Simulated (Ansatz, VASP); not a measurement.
## One calculation of Si, two programs

```
Si
1.0
     0.00000    2.73505    2.73505
     2.73505    0.00000    2.73505
     2.73505    2.73505    0.00000
Si
2
Direct
  0.75000 0.75000 0.75000
  0.50000 0.50000 0.50000
```

Alike in both runs: task single point; functional PBE; k mesh 4 × 4 × 4; no spin polarisation.

|  | VASP | Ansatz |
| --- | --- | --- |
| version | VASP 6.6.1 | Ansatz 0.2.0 |
| potentials or method | VASP PAW PBE potentials, release 64 (Si) | scalar-relativistic, plane waves, PAW |
| plane-wave cutoff (eV) | 520 | 420 |
| occupations | gaussian, width 0.01 eV | fixed |
| valence electrons in the cell | 8 | 8 |

```csv
,VASP,Ansatz,Ansatz less VASP
gap on the k mesh at the Fermi level (eV),0.74,0.73,-0.002
least direct gap on the mesh (eV),2.54,2.53,-0.005
```

Caveats: the k mesh is coarse (spacing up to 0.50 Å⁻¹), so the values aren't converged. A k mesh can miss the band edges. A hybrid or GW would open this gap; PBE tends to underestimate it.
